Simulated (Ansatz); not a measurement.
**ZnS: from a guess to a relaxed structure**

All numbers below come from DFT PBE, scalar-relativistic, plane waves, PAW (Ansatz 0.2.0). Cutoff 420 eV, Gaussian smearing, Γ-centred meshes. Cell and atoms relax first on a coarse mesh and then on a finer one. In between, the cell is made exact in the group found at 0.06 Å. In metals the finer mesh still leaves noise of several meV/atom or more. The steps can't lower the symmetry of their start. No spin polarisation.

The guess for ZnS was made by a generator: random cell by space group and Wyckoff sites (Pmmn, No. 59). Lengths were set from tabulated atomic sizes, so they are only a guess.

Space group Pmmn:1 (No. 59). a = 4.514 Å, b = 7.504 Å, c = 5.813 Å, α = 90.00°, β = 90.00°, γ = 90.00°
```
atom  site  symmetry       x       y       z
  Zn    4d        -1  0.7500  0.7500  0.5000
   S    4f       .m.  0.2712  0.0000  0.0284
```

The zero of energy is the elements' standard structures at the same level; no fitted shifts are applied.

Question: Describe the relaxed structure.

Answer: The symmetry goes from Pmmn (No. 59) to Cmmm (No. 65), and the primitive cell from 8 to 4 atoms. The volume per atom shrinks by 21.4 %, from 24.6 to 19.3 Å³. The shortest distance goes from 2.07 Å (S–S) to 2.09 Å (S–S). The energy falls by about 0.46 eV/atom (the start's value is from the coarse mesh). The end is written in a standard setting, so origin, axes and order of atoms can differ from the start's. Conventional cell: a = 5.339 Å, b = 7.600 Å, c = 3.811 Å. Zn is surrounded by 2 Zn at 2.67 Å and 4 S at 2.71 Å; S is surrounded by 1 S at 2.09 Å and 4 Zn at 2.71 Å.

```
CELL_PARAMETERS angstrom
2.66949 -3.80024 0.00000
2.66949 3.80024 0.00000
0.00000 0.00000 3.81131
ATOMIC_POSITIONS crystal
Zn 0.00000 0.50000 0.50000
Zn 0.50000 0.00000 0.50000
S 0.30458 0.30458 0.00000
S 0.69542 0.69542 0.00000
```

Question: Give its energy and gap.

Answer: The formation energy is +0.06 eV/atom. The gap on the 10×10×12 mesh of the 4-atom cell is 0 eV (a metal).

The separate elements lie lower, so it is unstable against them.

The last run used Gaussian smearing of 0.10 eV. The reference form of S is held partly by dispersion forces, which this level lacks. A structure relaxed within its symmetry needn't be a true minimum. In all, the 3 runs took 3.8 min on 1 thread of Intel(R) Xeon(R) Processor @ 2.70GHz, on a shared host. Another cell of ZnS relaxed alike, in F-43m, lies 0.88 eV/atom lower, so this cell isn't the stable form at this level.
